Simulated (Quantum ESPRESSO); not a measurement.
# PbF2 (Fluorocronite) in Quantum ESPRESSO: the effect of functional

Crystal: PbF2 (Fluorocronite).

```
Pb F
1.0
     0.00000    2.96366    2.96366
     2.96366    0.00000    2.96366
     2.96366    2.96366    0.00000
Pb F
1 2
Direct
  0.00000 0.00000 0.00000
  0.75000 0.75000 0.75000
  0.25000 0.25000 0.25000
```

Alike in all runs:

| Quantity | Value |
| --- | --- |
| Program | Quantum ESPRESSO 7.5 |
| Task | phonons |
| Cutoff | 1143 eV |
| Density cutoff | 4572 eV |
| k mesh | 4 × 4 × 4, shifted |
| Occupations | fermi-dirac, width 0.05 eV |
| Spin | no spin polarisation |

Each run relaxes the cell or the atoms first.

| functional | potentials or basis | relaxed volume (Å³/atom) | dielectric constant (mean) | highest phonon frequency (cm⁻¹) |
| --- | --- | --- | --- | --- |
| LDA | PseudoDojo 0.4.1 SR LDA standard | 16.35 | 3.44 | 262 |
| PBE | PseudoDojo 0.4.1 SR PBE standard | ? | ? | ? |
| AM05 | PseudoDojo 0.4.1 SR PBE standard | 17.41 | 3.35 | 241 |
| WC | PseudoDojo 0.4.1 SR PBE standard | 17.13 | 3.39 | 251 |
| PW91 | PseudoDojo 0.4.1 SR PBE standard | 17.88 | 3.28 | 243 |
| vdW-DF-cx | PseudoDojo 0.4.1 SR PBE standard | 17.34 | 3.34 | 257 |

Question: What does the run with functional PBE give?

Answer: Relaxed volume 17.99 Å³/atom; dielectric constant 3.27 mean; highest phonon frequency 238 cm⁻¹.

Caveats: the potentials were made for another functional, which shifts forces and pressure (some runs).
